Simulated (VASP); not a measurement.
Crystal: KTaO3.

```
CELL_PARAMETERS angstrom
3.98830 0.00000 0.00000
0.00000 3.98830 0.00000
0.00000 0.00000 3.98830
ATOMIC_POSITIONS crystal
Ta 0.00000 0.00000 0.00000
K 0.50000 0.50000 0.50000
O 0.00000 0.00000 0.50000
O 0.00000 0.50000 0.00000
O 0.50000 0.00000 0.00000
```

```yaml
Program: VASP 6.6.1
Task: relaxation of cell and atoms
Functional: LDA
Potentials_or_basis: VASP PAW LDA potentials, release 64 (Ta_pv, K_sv, O)
Cutoff: 600 eV
k_mesh: 6 × 6 × 6
Occupations: gaussian, width 0.02 eV
Spin: no spin polarisation
```

At the start: pressure -4.6 GPa; volume 12.69 Å³/atom.

Question: Where does the relaxation end?

Answer: Over 3 steps the energy falls by 4.1 meV/atom and the volume is 12.41 Å³/atom (-2.2 %); space group Pm-3m (No. 221, to 0.05 Å).

Step by step:
| step | energy change (eV) | largest force (eV/Å) | pressure (GPa) | volume (Å³) |
| --- | --- | --- | --- | --- |
| 1 | 0.0000 | 0.0000 | -4.62 | 63.44 |
| 2 | 0.0210 | 0.0000 | 7.24 | 60.14 |
| 3 | -0.0207 | 0.0000 | -0.04 | 62.05 |

Final structure:
```cif
data_structure
_symmetry_space_group_name_H-M 'P 1'
_symmetry_Int_Tables_number 1
_cell_length_a 3.9589
_cell_length_b 3.9589
_cell_length_c 3.9589
_cell_angle_alpha 90.000
_cell_angle_beta 90.000
_cell_angle_gamma 90.000
_cell_volume 62.05
loop_
_atom_site_label
_atom_site_type_symbol
_atom_site_fract_x
_atom_site_fract_y
_atom_site_fract_z
_atom_site_occupancy
Ta1 Ta 0.00000 0.00000 0.00000 1
K1 K 0.50000 0.50000 0.50000 1
O1 O 0.00000 0.00000 0.50000 1
O2 O 0.00000 0.50000 0.00000 1
O3 O 0.50000 0.00000 0.00000 1
```
